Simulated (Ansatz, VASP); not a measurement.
## One calculation of H3Cl, two programs

```
Cl H
1.0
     6.81057    0.00000    0.00000
     0.00000    6.81057    0.00000
     0.00000    0.00000    6.81057
Cl H
3 9
Direct
  0.31090 0.40307 0.16682
  0.35512 0.91095 0.62894
  0.92161 0.39986 0.79129
  0.14013 0.40623 0.08075
  0.33027 0.92577 0.43994
  0.09239 0.39117 0.70279
  0.39142 0.42053 0.75283
  0.38936 0.39082 0.64360
  0.89708 0.86662 0.71309
  0.81372 0.92433 0.66857
  0.31251 0.95370 0.09205
  0.35921 0.85755 0.13069
```

Alike in both runs: functional PBE; dispersion D3(BJ); k mesh 1 × 1 × 1; occupations fermi-dirac, width 0.02 eV; no spin polarisation.

Ansatz relaxed the structure, and its values are those at the end. VASP's run is a single point on that final structure, the one shown.

|  | VASP | Ansatz |
| --- | --- | --- |
| version | VASP 6.6.1 | Ansatz 0.2.0 |
| potentials or method | VASP PAW PBE potentials, release 64 (Cl, H) | scalar-relativistic, plane waves, PAW |
| plane-wave cutoff (eV) | 520 | 420 |
| valence electrons in the cell | 30 | 30 |

```csv
,VASP,Ansatz,Ansatz less VASP
rms of the force components (eV/Å),0.159,0.138,-0.0209
dispersion energy (meV/atom),-28.0,-28.0,-0.01
```
